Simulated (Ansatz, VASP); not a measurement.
## One calculation of Zr, two programs

```
Zr
1.0
    -1.80190    1.80190    1.80190
     1.80190   -1.80190    1.80190
     1.80190    1.80190   -1.80190
Zr
1
Direct
  0.00000 0.00000 0.00000
```

Alike in both runs: task relaxation of cell and atoms; functional PBE; k mesh 16 × 16 × 16; occupations fermi-dirac, width 0.05 eV; no spin polarisation.

|  | VASP | Ansatz |
| --- | --- | --- |
| version | VASP 6.6.1 | Ansatz 0.2.0 |
| potentials or method | VASP PAW PBE potentials, release 64 (Zr_sv) | PAW with Ansatz's default frozen-core files, scalar-relativistic |
| plane-wave cutoff (eV) | 600 | 420 |
| valence electrons in the cell | 12 | 12 |

|  | VASP | Ansatz | Ansatz less VASP |
| --- | --- | --- | --- |
| relaxed volume (Å³/atom) | 22.86 | 22.85 | -0.002 |
| relaxed cell length with the largest relative difference (Å) | 3.096 | 3.096 | -0.0001 |
| energy change over the relaxation (meV/atom) | -3 | -4 | -0.1 |
